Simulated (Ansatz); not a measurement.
# La₂O₃: energy above lowest point and pressure against volume scale

All results are calculated (Ansatz 0.2.0). Free energy against uniform scaling of the volume at fixed shape and fractions; periodic cell, basis, potentials, k mesh and filling as listed.

The cell before it is scaled or strained (space group P321, No. 150):
```
La2O3
1.0
      3.9300     0.0000     0.0000
     -1.9650     3.4035     0.0000
      0.0000     0.0000     6.1200
La O
2 3
Direct
  0.33333 0.66667 0.25000
  0.66667 0.33333 0.75000
  0.25000 0.25000 0.00000
  0.75000 0.00000 0.00000
  0.00000 0.75000 0.00000
```

Settings of every row: functional LDA; dispersion none; potentials PAW; wave cutoff 500 eV; density cutoff 2000 eV; k mesh 6x6x4; k shift 0x0x0; occupations fermi dirac; smearing width 0.05 eV; spin none.

Limits: all rows lie far from zero pressure; coarse k mesh, up to 40 meV an atom off; minimum outside the range.

| row | volume scale | V (Å³/atom) | energy above lowest point (meV/atom) | pressure (GPa) |
| --- | --- | --- | --- | --- |
| 1 | 0.88 | 14.407 | 850.6 | 62.06 |
| 2 | 0.92 | 15.062 | 620.8 | 50.73 |
| 3 | 0.96 | 15.717 | ? | ? |
| 4 | 1 | 16.372 | 282.6 | 32.9 |
| 5 | 1.04 | 17.027 | 162.9 | 25.83 |
| 6 | 1.08 | 17.682 | 70 | 19.78 |
| 7 | 1.12 | 18.337 | 0 | 14.61 |

Question: what energy above lowest point and pressure should row 3 give?

Worked fit of energy above lowest point. Take u = (V_r/V)^(2/3) − 1 with V_r = 16.7 Å³ an atom, which is twice the finite (Eulerian) strain; such expansions in the strain, on which the Birch-Murnaghan equation of state is built, carry the rest volume and the bulk modulus. The shown rows have u = 0.10347, 0.07125, 0.01331, -0.01284, -0.03738, -0.06044. Least squares give energy above lowest point = 219.08 + 4570.53 × u + 15346.1 × u² − 5124 × u³ meV/atom; a parabola predicts inner rows, each left out in turn, worse (root mean square 0.89 against 0.083 meV/atom). The rows lie off it by 0.0, 0.0, 0.0, 0.0, 0.1, 0.0. The withheld row has u = 0.04127, so the fit gives 219.08 + 4570.53 × (0.04127) + 15346.1 × (0.04127)² − 5124 × (0.04127)³ = 433.5 meV/atom.

The calculation gave 433.5 meV/atom. The fit meets it to the printed digit.

Worked fit of pressure. Take u = (V_r/V)^(2/3) − 1 with V_r = 16.7 Å³ an atom, which is twice the finite (Eulerian) strain; such expansions in the strain, on which the Birch-Murnaghan equation of state is built, carry the rest volume and the bulk modulus. The shown rows have u = 0.10347, 0.07125, 0.01331, -0.01284, -0.03738, -0.06044. Least squares give pressure = 29.212 + 269.489 × u + 462.25 × u² GPa; a straight line predicts inner rows, each left out in turn, worse (root mean square 1.2 against 0.03 GPa). The rows lie off it by 0.02, -0.03, 0.02, 0.00, 0.00, 0.00. The withheld row has u = 0.04127, so the fit gives 29.212 + 269.489 × (0.04127) + 462.25 × (0.04127)² = 41.12 GPa.

The calculation gave 41.16 GPa. The fit lies 0.04 GPa (0.084 % of the column's range) below it; its largest miss of a shown row is 0.03 GPa.
